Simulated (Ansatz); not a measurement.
The system is Ti2O.

```
Ti O
1.0
     2.91940    0.00000    0.00000
    -1.45970    2.52827    0.00000
     0.00000    0.00000    4.71300
Ti O
2 1
Direct
  0.33333 0.66667 0.72126
  0.66667 0.33333 0.27874
  0.00000 0.00000 0.00000
```

Base run:

```yaml
Program: Ansatz 0.2.0
Functional: PBEsol
Potentials_or_basis: Ansatz PAW
Cutoff: "420 eV (not typed: the program's choice for these potentials)"
k_mesh: 10 × 10 × 6
Occupations: fermi-dirac, width 0.05 eV
Spin: no spin polarisation
```

Its results: band gap on the k mesh none (metal or under the smearing width); pressure 4.4 GPa; largest force 1.329 eV/Å.

Problem. The run is repeated on the same cell with these changes: functional from PBEsol to r2SCAN; cutoff from 420 eV (not typed: the program's choice for these potentials) to 500 eV (not typed: the program's choice for these potentials). What comes out?

Solution. Band gap on the k mesh none (metal or under the smearing width); pressure 9.0 GPa; largest force 1.043 eV/Å.

Caveats: semilocal functionals often make such compounds metallic where correlation or magnetic order opens a gap, which also shifts bond lengths; the PAW data sets come from PBE, with cores solved anew for the run's functional, which leaves a small shift of forces and pressure; forces of over 1 eV/Å show positions far from the minimum, so gaps and moduli don't describe the material at rest.
